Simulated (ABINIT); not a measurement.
Runs of ABINIT 10.8.3 (patched build) on BaTiO3. Symmetry: R3m, No. 160, trigonal system. Conventional cell: a = 5.655 Å, b = 5.655 Å, c = 6.955 Å, α = 90.00°, β = 90.00°, γ = 120.00°. Ba (site symmetry 3m) is surrounded by 12 O at 2.79 to 2.89 Å. Ti (site symmetry 3m) has 6 O at 1.87 to 2.14 Å as nearest neighbours. O (site symmetry m) has 2 Ti at 1.87 to 2.14 Å as nearest neighbours. 

| level | gap on the mesh (eV) | pressure (GPa) | largest force (eV/Å) |
| --- | --- | --- | --- |
| AM05 | 2.41 | 0.5 | 0.13 |
| BLYP | 2.48 | 11.2 | (c) |
| LDA | (b) | -5.0 | 0.15 |
| PBEsol | 2.41 | (a) | 0.15 |

Alike in all rows: task band structure; potentials or basis JTH PAW PBE v2.0; no spin polarisation; cell as given; k mesh 7 × 7 × 7; cutoff (eV) 762; smearing fermi-dirac 0.05 eV.

Estimate the missing entries.

(a) -0.2; (b) 2.37; (c) 0.22.

Caveats: this set's barium file shifts pressures by 1.5 GPa and gaps by 0.1 eV against other sets; the PAW data sets were made with another functional, which shifts forces and pressure a little; spin-orbit coupling is left out, which moves the levels of the heavy elements; the atomic spheres overlap.

A k mesh can miss the band edges, and the runs leave out spin-orbit coupling on Ba.
